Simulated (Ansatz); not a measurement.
# PbS (Fm-3m): all-electron equation of state

Where is the equilibrium volume of PbS (Fm-3m) with all electrons, and how stiff is it? Wanted for PbS (Fm-3m): an all-electron equation of state.

The COD entry's cell or inner coordinates are ideal or old and differ from later refinements, so a difference from it is no clean test against experiment.

Program: Ansatz 0.2.0 through its Python package. Level of theory: DFT PBEsol, all-electron LAPW. These are calculated values, not measurements.

### 1 The structure

Symmetry: Fm-3m, No. 225, cubic system. Conventional cell: a = 5.931 Å, b = 5.931 Å, c = 5.931 Å, α = 90.00°, β = 90.00°, γ = 90.00°. Pb (site symmetry m-3m) is surrounded by 6 S at 2.97 Å. S (site symmetry m-3m) is surrounded by 6 Pb at 2.97 Å.

The script holds or builds the structure itself.

### 2 The script

eos_lapw_pbs.py

```python
# -*- coding: utf-8 -*-
"""E(V) of PbS on LAPW."""

import warnings

import ansatz as az
from ase.eos import EquationOfState
from ase.units import GPa
import numpy as np

FILLING = "Fixed"
MIXING_BETA = 0.5
FUNCTIONAL = "PBEsol"
MESH = (6, 6, 6)

vectors0 = np.array([
    [0.0, 2.96575, 2.96575],
    [2.96575, 0.0, 2.96575],
    [2.96575, 2.96575, 0.0],
])
sites = [
    ("Pb", (0.0, 0.0, 0.0)),
    ("S", (0.5, 0.5, 0.5)),
]


def build(cell):
    crystal = az.Crystal(lattice=az.Lattice.of(cell))
    for symbol, position in sites:
        crystal = crystal.atom(symbol, position)
    return crystal


def main():
    warnings.simplefilter("ignore", az.DeckWarning)

    volumes, energies = [], []
    for scale in np.linspace(0.94, 1.06, 7):
        cell = vectors0 * scale ** (1 / 3)
        base = (
            build(cell).calculation()
            .occupations(FILLING)
            .mixing("anderson", beta=MIXING_BETA)
            .functional(FUNCTIONAL)
            .kpoints(*MESH)
            .pseudopotentials("all_electron", lapw=True, relativity="none")
        )
        data = base.run(threads=1, pin="off").report
        volumes.append(abs(np.linalg.det(cell)) / len(sites))
        energies.append(data["free_energy_ev"] / len(sites))
        print(f"{scale:.3f} {volumes[-1]:9.4f} A^3/atom {energies[-1]:16.5f} eV/atom  (estimated basis error {1000 * data['lapw_basis_errors']['total_ev_per_atom']:.2f} meV/atom)")
    v0, e0, bulk = EquationOfState(volumes, energies, eos="birchmurnaghan").fit()
    print(f"V0 = {v0:.4f} A^3/atom, B0 = {bulk / GPa:.1f} GPa")


if __name__ == "__main__":
    main()
```

### 3 The input behind the calls

The package turns the script's settings into the engine's input (first run):

```yaml
crystal:
  lattice:
    - [0.0, 2.9052075019231762, 2.9052075019231762]
    - [2.9052075019231762, 0.0, 2.9052075019231762]
    - [2.9052075019231762, 2.9052075019231762, 0.0]
  atoms:
    - { symbol: Pb, position: [0.0, 0.0, 0.0] }
    - { symbol: S, position: [0.5, 0.5, 0.5] }
kpoints:
  mp_grid:
    grid: [6, 6, 6]
hamiltonian:
  xc: pbesol
  pseudopotentials:
    kind: all_electron
    relativity: none
    lapw: {}
scf:
  mixing:
    algorithm: anderson
    beta: 0.5
  occupations:
    method: fixed
```

### 4 Running it

Launch:

```
python eos_lapw_pbs.py
```

**Question.** Where does the minimum lie against the volume typed, and how stiff is the crystal?

As calculated:

```
                      quantity           value
                 runs compared               7
               range of energy  17.42 meV/atom
lowest point, volume (Å³/atom)          26.086
      equilibrium volume (fit)   26.07 Å³/atom
            bulk modulus (fit)          55 GPa
```

In words: A third-order Birch-Murnaghan fit through the 7 points has its minimum at 26.07 Å³ an atom, 0.0 % below the typed cell, with a bulk modulus of 55 GPa and dB/dP = 4.0. From that minimum the energy rises by 17.4 meV an atom on the compressed side and 14.7 meV on the expanded side. Caveats:
- Of the deposited cell: the entry's cell lengths or inner coordinates differ somewhat from later room-temperature determinations.
- Spin-orbit coupling, which matters for elements this heavy, is left out.
